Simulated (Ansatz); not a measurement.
# Molybdenum, simple cubic under r²SCAN: from relaxation to bulk modulus, part 1 of 2

The plan for molybdenum in the simple cubic structure: relax it, solve it on a dense k-mesh, switch on spin-orbit coupling, then scale the cell to 7 volumes from 88 to 112 % of the relaxed one and try a fit of the equation of state. The k-meshes are 12×12×12 for the relaxation; 20×20×20 for the dense run; 12×12×12 for spin-orbit coupling; 14×14×14 for the volumes.

This is Mo in the simple cubic structure; at room conditions it is bcc.

Method: DFT r2SCAN, plane waves (500 eV) with PAW, scalar-relativistic; PAW files made under PBE, frozen cores solved again for the functional, in Ansatz 0.2.0.

**1. The system as given**

Symmetry: Pm-3m, No. 221, cubic system. Conventional cell: a = 2.563 Å, b = 2.563 Å, c = 2.563 Å, α = 90.00°, β = 90.00°, γ = 90.00°. Mo (site symmetry m-3m) has 6 Mo at 2.56 Å as nearest neighbours.

As a file:

```xyz
1
Lattice="2.5629 0.0000 0.0000 0.0000 2.5629 0.0000 0.0000 0.0000 2.5629" Properties=species:S:1:pos:R:3 pbc="T T T"
Mo    0.0000    0.0000    0.0000
```

**2. Geometry optimisation**

input.yaml reads:

```yaml
crystal:
  lattice:
    - [2.5629259694, 0.0, 0.0]
    - [0.0, 2.5629259694, 0.0]
    - [0.0, 0.0, 2.5629259694]
  atoms:
    - { symbol: Mo, position: [0.0, 0.0, 0.0] }
hamiltonian:
  xc: r2scan
  pseudopotentials:
    kind: paw
    azcp:
      Mo: "pseudopotentials/Mo.paw.azcp"
basis:
  ecutwfc: 500
  fft_grid_basis: typed
kpoints:
  mp_grid: { grid: [12, 12, 12], shift: [0, 0, 0] }
magnetization:
  spin_polarized: false
scf:
  occupations: { method: fermi_dirac, width: 0.1 }
relax:
  max_steps: 60
  f_tol: 0.01
  cell: {}
output:
  write_density: true
  write_potential: true
  elf: true
  volumetric_format: npy
```

Command:

```console
$ ansatz run input.yaml --threads 1 --pin off --max-ram 3584MiB --backend cpu --events-out ev --progress --plain --runs-dir out
```

Log:

```text
Engine: ansatz 0.2.0, x86_64-unknown-linux-gnu
Pseudopotentials: kind: paw
Pseudopotential: Mo, paw, valence charge 14, recommended cutoff 500 eV (meta_gga), <dir>
Functional definition: r2SCAN
  parameter k0 = 0.174
  parameter k1 = 0.065
  parameter a1 = 4.9479
  exchange = r2scan_x(k0 = k0, k1 = k1, a1 = a1)
  correlation = r2scan_c
Crystal: 1 atoms, lattice volume = 16.835 Å³
Basis set: ecut = 500 eV, 437 PW (Γ), exchange–correlation on 80×80×80 points (64 copies of the dense FFT grid, shifted against one another)
Bands: 11, of which v1, the nominal top of the filled ones, is band 7 counted from 1 (6 counted from 0)
Symmetry: 48 space group operations
Space group: Pm-3m (ITA 221), of the structure as read, at distance tolerance 2.6e-5 Å
k-points: 84 of 1728
Non-local potential: Mo, projectors of the file, l = 0: 3, l = 1: 2, l = 2: 2, l = 3: 1
PAW form: soft (Blöchl's): semilocal exchange-correlation on the pseudo side does not see the compensation charge
PAW frozen core: Mo, regenerated for the run's functional (the file was generated under x = pbe(κ = 0.804, μ = 0.2195149727645171), c = pbe(β = 0.06672455060314922))
PAW one-centre angular grid: Mo, 590 points (default); XC on 160 Gauss nodes
Initial density: superposition of atomic densities (neutral atoms: chi_scale 0, normalization atom), corrected by the library's trained network
Initial wavefunctions: pseudopotential atomic-orbital guess
Functional: x = r2scan, c = r2scan; τ floored in thin density (d = 2e-4 eV/Å³)
SCF iter   1: F=—  HF=-4966.384328 eV  |F-HF|=—  |Δ(HF+E_count)|=         —  Δρ=1.15e-2  dr2=1.09e-2  dr2_τ=1.65e-2  ethr=1.77e-3  ⟨swp⟩=5.1  Hψ=5691  notcnv=0
preconditioner: auto → none  [metal: Δε(μ)=0.059 eV  Ē_g=8.000 eV  σ=0.100 eV  W_gap=0.15  n_scr=6 (ndim 8)  ℏωp=22.2 eV  f_vac=0.000  D(μ)=0.91/eV (n_scr^D=6)  sad-step TF]
SCF iter   2: F=—  HF=-4966.390369 eV  |F-HF|=—  |Δ(HF+E_count)|=   6.04e-3  Δρ=6.61e-3  dr2=2.92e-3  dr2_τ=1.92e-4  ethr=7.75e-5  ⟨swp⟩=1.9  Hψ=1899  notcnv=0
SCF iter   3: F=—  HF=-4966.391388 eV  |F-HF|=—  |Δ(HF+E_count)|=   1.02e-3  Δρ=7.71e-4  dr2=7.87e-5  dr2_τ=1.03e-5  ethr=2.09e-5  ⟨swp⟩=2.9  Hψ=1482  notcnv=0
SCF iter   4: F=—  HF=-4966.391407 eV  |F-HF|=—  |Δ(HF+E_count)|=   1.88e-5  Δρ=1.70e-4  dr2=3.29e-6  dr2_τ=7.94e-7  ethr=5.62e-7  ⟨swp⟩=2.2  Hψ=1428  notcnv=0
SCF iter   5: F=—  HF=-4966.391408 eV  |F-HF|=—  |Δ(HF+E_count)|=   1.08e-6  Δρ=4.27e-5  dr2=1.64e-7  dr2_τ=2.32e-8  ethr=2.35e-8  ⟨swp⟩=3.0  Hψ=1506  notcnv=0
SCF iter   6: F=-4966.391408 eV  HF=-4966.391408 eV  |F-HF|=7.84e-10  |Δ(HF+E_count)|=   1.45e-7  Δρ=2.13e-6  dr2=3.78e-10  dr2_τ=6.02e-10  ethr=7.14e-10  ⟨swp⟩=8.0  Hψ=4780  notcnv=0
SCF 1 converged in 6 iterations: F = -4966.391408 eV  dr2 = 3.78e-10
relax step   1: F+E_penalty+E_count = -4966.39140798 eV  Δ(F+E_penalty+E_count) = +0.000e0 eV  max|allowed force component| = 0.000e0 eV/Å  Δτ_max = 0.0000 Å  P = +7.269 GPa  Ω = 16.835 Å³  (6 SCF iters, dr2 threshold 1.00e-7 eV, accepted)
Crystal: 1 atoms, lattice volume = 17.948 Å³
Basis set: ecut = 500 eV, 461 PW (Γ), exchange–correlation on 80×80×80 points (64 copies of the dense FFT grid, shifted against one another)
Initial density: handed on by an earlier stage of this run
Initial wavefunctions: those handed on with the density
iter 1 solved again at ethr=4.55e-6 eV; its pass at ethr=3.10e-3 eV (dr2=6.36e-4 eV) is discarded
SCF iter   1: F=—  HF=-4966.285160 eV  |F-HF|=—  |Δ(HF+E_count)|=         —  Δρ=2.66e-3  dr2=8.42e-4  dr2_τ=7.29e-2  ethr=4.55e-6  ⟨swp⟩=2.3  Hψ=7405  notcnv=0
preconditioner: auto → none  [metal: Δε(μ)=0.031 eV  Ē_g=7.401 eV  σ=0.100 eV  W_gap=0.08  n_scr=6 (ndim 8)  ℏωp=21.5 eV  f_vac=0.000  D(μ)=0.83/eV (n_scr^D=6)]
SCF iter   2: F=—  HF=-4966.393947 eV  |F-HF|=—  |Δ(HF+E_count)|=   1.09e-1  Δρ=2.99e-3  dr2=1.19e-3  dr2_τ=2.76e-4  ethr=4.55e-6  ⟨swp⟩=2.3  Hψ=1907  notcnv=0
SCF iter   3: F=—  HF=-4966.393727 eV  |F-HF|=—  |Δ(HF+E_count)|=   2.20e-4  Δρ=1.89e-3  dr2=3.34e-4  dr2_τ=7.14e-5  ethr=4.55e-6  ⟨swp⟩=2.5  Hψ=1308  notcnv=0
SCF iter   4: F=—  HF=-4966.393686 eV  |F-HF|=—  |Δ(HF+E_count)|=   4.07e-5  Δρ=1.39e-3  dr2=1.09e-4  dr2_τ=4.69e-5  ethr=2.38e-6  ⟨swp⟩=2.2  Hψ=1168  notcnv=0
SCF iter   5: F=—  HF=-4966.393843 eV  |F-HF|=—  |Δ(HF+E_count)|=   1.57e-4  Δρ=8.93e-4  dr2=8.29e-5  dr2_τ=1.82e-5  ethr=7.76e-7  ⟨swp⟩=2.2  Hψ=1441  notcnv=0
SCF iter   6: F=—  HF=-4966.394024 eV  |F-HF|=—  |Δ(HF+E_count)|=   1.81e-4  Δρ=1.30e-3  dr2=3.18e-4  dr2_τ=2.41e-5  ethr=5.92e-7  ⟨swp⟩=2.0  Hψ=1431  notcnv=0  recentre
SCF iter   7: F=—  HF=-4966.393942 eV  |F-HF|=—  |Δ(HF+E_count)|=   8.11e-5  Δρ=6.21e-4  dr2=7.09e-5  dr2_τ=5.46e-6  ethr=5.92e-7  ⟨swp⟩=2.8  Hψ=1543  notcnv=0
SCF iter   8: F=—  HF=-4966.393923 eV  |F-HF|=—  |Δ(HF+E_count)|=   1.96e-5  Δρ=2.30e-4  dr2=8.91e-6  dr2_τ=7.06e-7  ethr=5.06e-7  ⟨swp⟩=2.4  Hψ=1309  notcnv=0
SCF iter   9: F=-4966.393920 eV  HF=-4966.393920 eV  |F-HF|=1.52e-8  |Δ(HF+E_count)|=   2.38e-6  Δρ=1.08e-5  dr2=2.06e-8  dr2_τ=6.50e-9  ethr=7.14e-10  ⟨swp⟩=6.5  Hψ=5596  notcnv=0
SCF 2 converged in 9 iterations: F = -4966.393920 eV  dr2 = 2.06e-8
relax step   2: F+E_penalty+E_count = -4966.39392038 eV  Δ(F+E_penalty+E_count) = -2.512e-3 eV  max|allowed force component| = 0.000e0 eV/Å  Δτ_max = 0.0000 Å  P = -5.706 GPa  Ω = 17.948 Å³  energy of the carried Pulay correction = -5.181e-4 eV  (9 SCF iters, dr2 threshold 1.00e-7 eV, accepted)
Crystal: 1 atoms, lattice volume = 17.441 Å³
iter 1 solved again at ethr=5.61e-7 eV; its pass at ethr=3.10e-3 eV (dr2=7.85e-5 eV) is discarded
SCF iter   1: F=—  HF=-4966.384342 eV  |F-HF|=—  |Δ(HF+E_count)|=         —  Δρ=1.01e-3  dr2=7.03e-5  dr2_τ=1.41e-2  ethr=5.61e-7  ⟨swp⟩=2.5  Hψ=7368  notcnv=0
preconditioner: auto → none  [metal: Δε(μ)=0.049 eV  Ē_g=7.721 eV  σ=0.100 eV  W_gap=0.12  n_scr=6 (ndim 8)  ℏωp=21.8 eV  f_vac=0.000  D(μ)=0.86/eV (n_scr^D=6)]
SCF iter   2: F=—  HF=-4966.403812 eV  |F-HF|=—  |Δ(HF+E_count)|=   1.95e-2  Δρ=1.01e-3  dr2=8.57e-5  dr2_τ=2.34e-5  ethr=5.02e-7  ⟨swp⟩=2.9  Hψ=1682  notcnv=0
SCF iter   3: F=—  HF=-4966.403842 eV  |F-HF|=—  |Δ(HF+E_count)|=   2.99e-5  Δρ=5.93e-4  dr2=1.93e-5  dr2_τ=6.47e-6  ethr=5.02e-7  ⟨swp⟩=2.4  Hψ=1277  notcnv=0
SCF iter   4: F=—  HF=-4966.403882 eV  |F-HF|=—  |Δ(HF+E_count)|=   3.98e-5  Δρ=1.34e-4  dr2=2.87e-6  dr2_τ=3.47e-7  ethr=1.38e-7  ⟨swp⟩=2.1  Hψ=1443  notcnv=0
SCF iter   5: F=—  HF=-4966.403883 eV  |F-HF|=—  |Δ(HF+E_count)|=   5.41e-7  Δρ=6.84e-5  dr2=6.34e-7  dr2_τ=5.55e-8  ethr=2.05e-8  ⟨swp⟩=2.8  Hψ=1505  notcnv=0
SCF iter   6: F=-4966.403882 eV  HF=-4966.403883 eV  |F-HF|=1.59e-8  |Δ(HF+E_count)|=   5.96e-8  Δρ=2.17e-5  dr2=5.23e-8  dr2_τ=5.74e-9  ethr=7.14e-10  ⟨swp⟩=6.0  Hψ=5074  notcnv=0
SCF 3 converged in 6 iterations: F = -4966.403882 eV  dr2 = 5.23e-8
relax step   3: F+E_penalty+E_count = -4966.40388249 eV  Δ(F+E_penalty+E_count) = -9.962e-3 eV  max|allowed force component| = 0.000e0 eV/Å  Δτ_max = 0.0000 Å  P = -0.306 GPa  Ω = 17.441 Å³  energy of the carried Pulay correction = -2.862e-4 eV  (6 SCF iters, dr2 threshold 1.00e-7 eV, accepted)
Crystal: 1 atoms, lattice volume = 17.413 Å³
iter 1 solved again at ethr=3.09e-9 eV; its pass at ethr=3.10e-3 eV (dr2=4.32e-7 eV) is discarded
SCF iter   1: F=—  HF=-4966.403858 eV  |F-HF|=—  |Δ(HF+E_count)|=         —  Δρ=6.61e-5  dr2=4.33e-7  dr2_τ=4.39e-5  ethr=3.09e-9  ⟨swp⟩=3.5  Hψ=7091  notcnv=0
preconditioner: auto → none  [metal: Δε(μ)=0.002 eV  Ē_g=7.708 eV  σ=0.100 eV  W_gap=0.00  n_scr=6 (ndim 8)  ℏωp=21.8 eV  f_vac=0.000  D(μ)=0.86/eV (n_scr^D=6)]
SCF iter   2: F=—  HF=-4966.403921 eV  |F-HF|=—  |Δ(HF+E_count)|=   6.25e-5  Δρ=5.67e-5  dr2=3.47e-7  dr2_τ=9.94e-8  ethr=3.09e-9  ⟨swp⟩=2.0  Hψ=1545  notcnv=0
SCF iter   3: F=-4966.403921 eV  HF=-4966.403921 eV  |F-HF|=8.20e-8  |Δ(HF+E_count)|=   2.65e-9  Δρ=3.41e-5  dr2=7.81e-8  dr2_τ=2.35e-8  ethr=7.14e-10  ⟨swp⟩=6.0  Hψ=4976  notcnv=0
SCF 4 converged in 3 iterations: F = -4966.403921 eV  dr2 = 7.81e-8
relax step   4: F+E_penalty+E_count = -4966.40392088 eV  Δ(F+E_penalty+E_count) = -3.839e-5 eV  max|allowed force component| = 0.000e0 eV/Å  Δτ_max = 0.0000 Å  P = +0.015 GPa  Ω = 17.413 Å³  energy of the carried Pulay correction = -2.733e-4 eV  (3 SCF iters, dr2 threshold 1.00e-7 eV, accepted)
Initial wavefunctions: pseudopotential atomic-orbital guess (no wavefunctions were taken with the density)
iter 1 solved again at ethr=8.42e-9 eV; its pass at ethr=3.10e-3 eV (dr2=1.18e-6 eV) is discarded
SCF iter   1: F=—  HF=-4966.404129 eV  |F-HF|=—  |Δ(HF+E_count)|=         —  Δρ=2.35e-4  dr2=4.33e-7  dr2_τ=2.28e-6  ethr=8.42e-9  ⟨swp⟩=3.5  Hψ=8609  notcnv=0
preconditioner: auto → none  [metal: Δε(μ)=0.160 eV  Ē_g=7.697 eV  σ=0.100 eV  W_gap=0.33  n_scr=6 (ndim 8)  ℏωp=21.8 eV  f_vac=0.000  D(μ)=0.86/eV (n_scr^D=6)]
SCF iter   2: F=—  HF=-4966.404184 eV  |F-HF|=—  |Δ(HF+E_count)|=   5.54e-5  Δρ=1.17e-4  dr2=1.06e-7  dr2_τ=6.40e-7  ethr=3.09e-9  ⟨swp⟩=2.3  Hψ=1272  notcnv=0
SCF iter   3: F=—  HF=-4966.404205 eV  |F-HF|=—  |Δ(HF+E_count)|=   2.05e-5  Δρ=4.09e-6  dr2=6.56e-10  dr2_τ=4.93e-10  ethr=7.60e-10  ⟨swp⟩=3.0  Hψ=1505  notcnv=0
SCF iter   4: F=—  HF=-4966.404205 eV  |F-HF|=—  |Δ(HF+E_count)|=   8.60e-9  Δρ=1.00e-6  dr2=1.40e-10  dr2_τ=2.76e-11  ethr=4.68e-12  ⟨swp⟩=2.1  Hψ=1518  notcnv=0
SCF iter   5: F=—  HF=-4966.404205 eV  |F-HF|=—  |Δ(HF+E_count)|=  3.79e-10  Δρ=3.28e-7  dr2=1.26e-11  dr2_τ=3.67e-12  ethr=1.00e-12  ⟨swp⟩=2.3  Hψ=1443  notcnv=0
SCF iter   6: F=-4966.404205 eV  HF=-4966.404205 eV  |F-HF|=1.82e-12  |Δ(HF+E_count)|=  3.09e-11  Δρ=1.18e-7  dr2=1.04e-12  dr2_τ=1.92e-13  ethr=1.00e-12  ⟨swp⟩=5.0  Hψ=3301  notcnv=0
SCF 5 converged in 6 iterations: F = -4966.404205 eV  dr2 = 1.04e-12
relax step   5: F+E_penalty+E_count = -4966.40420459 eV  Δ(F+E_penalty+E_count) = -2.837e-4 eV  max|allowed force component| = 0.000e0 eV/Å  Δτ_max = 0.0000 Å  P = +0.018 GPa  Ω = 17.413 Å³  stress off target by 1.84e-2 GPa  SCF on the basis re-selected at this cell (its energy is not comparable with the rows above)  (6 SCF iters)
basis re-selected at this cell: Δ(F+E_penalty+E_count) = -2.837e-4 eV, ΔP = +0.004 GPa vs the last step (what re-selecting the basis moved, of the pressure what is left beyond the Pulay correction that the steps carried, after the strain that the cell walked since its last selection, with what the two solves' SCF thresholds leave and, on support functions, any second-order correction that the steps lacked; it is no measure of the basis error at this ecutwfc). This SCF's stress stands 1.84e-2 GPa from its target on what of the cell is left free (relax.cell.stress_tol is 5.00e-2 GPa) and its largest allowed force component is 0.00e0 eV/Å (relax.f_tol is 1.00e-2 eV/Å): within both
SCF converged after 6 iterations
Free energy (F): -4966.404205 eV
Harris-Foulkes:  -4966.404205 eV  (|F-HF|=1.82e-12)
Internal energy: -4966.376125 eV  (E = F + TS)
E sigma→0 (E₀):  -4966.390165 eV
Entropy (-TS):   -0.028079 eV (-28.079 meV/atom)
Fermi energy:    18.393220 eV
--- Per-component energies (eV) ---
  E_band       = -100.486007
  E_kinetic    = 440.652429
  E_local      = -920.145467  (includes V_loc(G=0)·N_el)
  E_nonlocal   = 144.719765
  E_hartree    = 309.113830
  E_xc         = -177.720120
  E_vxc        = -255.278356  (∫ρ·V_xc dr)
  E_paw        = -3218.031560  (= ΣΔE_a)
  E_vpaw       = -145.718025  (= ΣTr[D̂ρ^β])
  E_aug_tail   = 0.000005  (compensation charges beyond the density's cutoff)
  E_vtau       = 17.055998  (kinetic-family band-sum trace: ∫τ·v_τ [+ j·A + Jᵃ·Aᵃ] dr)
  E_ewald      = -1544.743803
  E_core_change = -0.221204  (= ΣΔE_core)
  E_smearing   = -0.028079  (= −TS)
  E_closure    = 0.000000  (closes the sum)
  Σ components = -4966.404205   (vs F -4966.404205, Δ=0.00e0)
--- Forces (eV/Å), atoms counted from 1 ---
  atom   1  Mo     0.00000000    -0.00000000    -0.00000000
  max |Σ_I F_I| component: 1.54e-32 eV/Å
--- Stress (GPa, compression-positive) ---
        0.018443      -0.000000       0.000000
       -0.000000       0.018443       0.000000
        0.000000       0.000000       0.018443
  P = ⅓ Tr σ = 0.0184 GPa (0.184 kbar)
--- Band table (eV; the first three rows and the last of 84) ---
  k-point 0: bands = ["-44.6346", "-17.0842", "-17.0842", "-17.0842", "11.5983", "13.9144", "13.9144", "22.5884", "22.5884", "22.5884", "34.8915"]
  k-point 1: bands = ["-44.6199", "-17.2017", "-17.0744", "-17.0744", "11.8204", "13.9715", "14.1702", "22.2854", "22.2854", "22.6100", "33.7658"]
  k-point 2: bands = ["-44.5795", "-17.5154", "-17.0477", "-17.0477", "12.3877", "14.1314", "14.9472", "21.5424", "21.5424", "22.6694", "31.6544"]
  k-point 83: bands = ["-43.9866", "-18.2592", "-18.2592", "-18.2592", "14.5726", "14.5726", "14.5726", "24.9603", "24.9603", "26.5536", "31.9914"]
--- Relaxed structure (4 steps of the walk, 4 accepted, 1 SCFs on fresh bases) ---
  F+E_penalty+E_count = -4966.40420459 eV   max|allowed force component| = 0.000e0 eV/Å   (the final SCF, on the basis selected at the relaxed cell)
  cell:  # Å, volume = 17.4132 Å³
    - [2.591948010418198, -3.3382785702712086e-33, -1.0271626370065257e-33]
    - [-2.8246972517679455e-33, 2.591948010418198, 0.0]
    - [-1.2839532962581571e-33, 0.0, 2.591948010418198]
  atoms:
    - { symbol: Mo, position: [0.0, 0.0, 0.0] }
```

It took 16 s on 1 thread of Intel Xeon Platinum 8259CL at 2.50GHz (Skylake/Cascade Lake), shared host; peak memory 0.53 GiB.

Step by step:

```tsv
step	energy change (meV/atom)	largest force (eV/Å)	pressure (GPa)	volume (Å³/atom)
1	0.00	0.0000	7.27	16.835
2	-2.51	0.0000	-5.71	17.948
3	-12.47	0.0000	-0.31	17.441
4	-12.51	0.0000	0.01	17.413
5	-12.80	0.0000	0.02	17.413
```

Steps that repeat a cell are solved on a basis chosen anew, so their changes of energy are no gain of the relaxation.

Changes in the cell that was computed:

|  | before | after | change |
| --- | --- | --- | --- |
| a (Å) | 2.563 | 2.592 | +1.1 % |
| b (Å) | 2.563 | 2.592 | +1.1 % |
| c (Å) | 2.563 | 2.592 | +1.1 % |
| volume (Å³/atom) | 16.835 | 17.413 | +3.4 % |
| shortest distance (Å) | 2.563 | 2.592 | +1.1 % |
| space group (spins left aside) | Pm-3m | Pm-3m | same |

**3. The energy on a finer k-mesh**

input.yaml reads:

```yaml
crystal:
  lattice:
    - [2.5919480104, 0.0, 0.0]
    - [0.0, 2.5919480104, 0.0]
    - [0.0, 0.0, 2.5919480104]
  atoms:
    - { symbol: Mo, position: [0.0, 0.0, 0.0] }
hamiltonian:
  xc: r2scan
  pseudopotentials:
    kind: paw
    azcp:
      Mo: "pseudopotentials/Mo.paw.azcp"
basis:
  ecutwfc: 500
  fft_grid_basis: typed
kpoints:
  mp_grid: { grid: [20, 20, 20], shift: [0, 0, 0] }
magnetization:
  spin_polarized: false
scf:
  occupations: { method: fermi_dirac, width: 0.1 }
```

Command:

```console
$ ansatz run input.yaml --threads 1 --pin off --max-ram 3584MiB --backend cpu --events-out ev --progress --plain --runs-dir out
```

Log, shortened:

```text
[...]
[... 3 set-up lines as earlier in the session ...]
[...]
Crystal: 1 atoms, lattice volume = 17.413 Å³
Basis set: ecut = 500 eV, 461 PW (Γ), exchange–correlation on 80×80×80 points (64 copies of the dense FFT grid, shifted against one another)
Bands: 11, of which v1, the nominal top of the filled ones, is band 7 counted from 1 (6 counted from 0)
[... 2 set-up lines as earlier in the session ...]
k-points: 286 of 8000
[...]
SCF iter   1: F=—  HF=-4966.393710 eV  |F-HF|=—  |Δ(HF+E_count)|=         —  Δρ=1.13e-2  dr2=9.97e-3  dr2_τ=1.61e-2  ethr=1.77e-3  ⟨swp⟩=5.1  Hψ=19535  notcnv=0
[...]
SCF iter   6: F=-4966.399974 eV  HF=-4966.399974 eV  |F-HF|=1.31e-9  |Δ(HF+E_count)|=   2.26e-7  Δρ=2.43e-6  dr2=5.82e-10  dr2_τ=4.58e-10  ethr=7.14e-10  ⟨swp⟩=2.9  Hψ=6637  notcnv=0
[...]
SCF converged after 6 iterations
Free energy (F): -4966.399974 eV
[...]
E sigma→0 (E₀):  -4966.384234 eV
Entropy (-TS):   -0.031481 eV (-31.481 meV/atom)
Fermi energy:    18.433395 eV
[...]
```

Wall time 8.8 s (1 thread of Intel Xeon Platinum 8259CL at 2.50GHz (Skylake/Cascade Lake), shared host); peak memory 0.54 GiB.

**4. Spin-orbit coupling switched on**

input.yaml: that of step 3 with these lines changed.

```diff
@@ -10,3 +10,3 @@
   pseudopotentials:
-    kind: paw
+    kind: paw_fr
     azcp:
@@ -17,5 +17,6 @@
 kpoints:
-  mp_grid: { grid: [20, 20, 20], shift: [0, 0, 0] }
+  mp_grid: { grid: [12, 12, 12], shift: [0, 0, 0] }
 magnetization:
-  spin_polarized: false
+  noncollinear: true
+  spin_orbit: true
 scf:
```

Command:

```console
$ ansatz run input.yaml --threads 1 --pin off --max-ram 3584MiB --backend cpu --events-out ev --progress --plain --runs-dir out
```

Log, shortened:

```text
[...]
Pseudopotentials: kind: paw_fr
Pseudopotential: Mo, paw_fr, valence charge 14, recommended cutoff 500 eV (meta_gga), <dir>
[... 1 set-up line as earlier in the session ...]
[...]
non-collinear run that drives no moment, with spin-orbit: no starting moment large enough to seed its density (crystal.atoms[].spin), no starting occupations that ask for one, no magnetisation constraint and no magnetic field, so the semilocal B_xc is pinned to zero
Crystal: 1 atoms, lattice volume = 17.413 Å³
Basis set: ecut = 500 eV, 461 PW (Γ), exchange–correlation on 80×80×80 points (64 copies of the dense FFT grid, shifted against one another)
Bands: 22, of which v1, the nominal top of the filled ones, is band 14 counted from 1 (13 counted from 0)
Symmetry: 48 space group operations + 48 with time reversal
Magnetic group: BNS 221.93 (UNI 1595), of the structure as read, at distance tolerance 2.6e-5 Å
k-points: 84 of 1728
Projection manifold: j_resolved (fully-relativistic pseudo-atomic orbitals)
[...]
SCF iter   1: F=—  HF=-4960.893158 eV  |F-HF|=—  |Δ(HF+E_count)|=         —  Δρ=8.47e-2  dr2=1.15e0  dr2_τ=1.21e-2  dr2_m=0.00e0 (ungated)  ethr=3.10e-3  |M|=0.00e0 ∫|m|=0.00e0 μB  |m|>n=0.0e0 m-floor=0.0e0 τ_xc=0.0e0  β_m=0.30  ⟨swp⟩=7.0  Hψ=5055  notcnv=0  defer=12
[...]
SCF iter   7: F=-4960.669974 eV  HF=-4960.669974 eV  |F-HF|=1.06e-9  |Δ(HF+E_count)|=   3.39e-7  Δρ=5.00e-6  dr2=5.35e-9  dr2_τ=8.96e-11  dr2_m=0.00e0 (ungated)  ethr=7.14e-10  |M|=0.00e0 ∫|m|=0.00e0 μB  |m|>n=0.0e0 m-floor=0.0e0 τ_xc=0.0e0  ⟨swp⟩=2.9  Hψ=1967  notcnv=0
[...]
SCF converged after 7 iterations
Magnetization: |M| = 0.0000 μB,  M = (+0.0000, +0.0000, +0.0000) μB
Absolute magnetization: 0.0000 μB (∫|m|)
  site 0: m = (+0.0000, +0.0000, +0.0000) μB, |m| = 0.0000 μB  (R = 1.07 Å)
Free energy (F): -4960.669974 eV
[...]
E sigma→0 (E₀):  -4960.656109 eV
Entropy (-TS):   -0.027731 eV (-27.731 meV/atom)
Fermi energy:    18.398799 eV
[...]
```

It took 14 s on 1 thread of Intel Xeon Platinum 8259CL at 2.50GHz (Skylake/Cascade Lake), shared host; peak memory 0.52 GiB.

With and without spin-orbit coupling:

```tsv
	scalar-relativistic	with spin-orbit coupling
k-mesh	20×20×20	12×12×12
gap on the mesh	none (levels filled in part)	none (levels filled in part)
```

The meshes differ, so small differences between the columns need not come from spin-orbit coupling.

(Continued in part 2 of 2.)
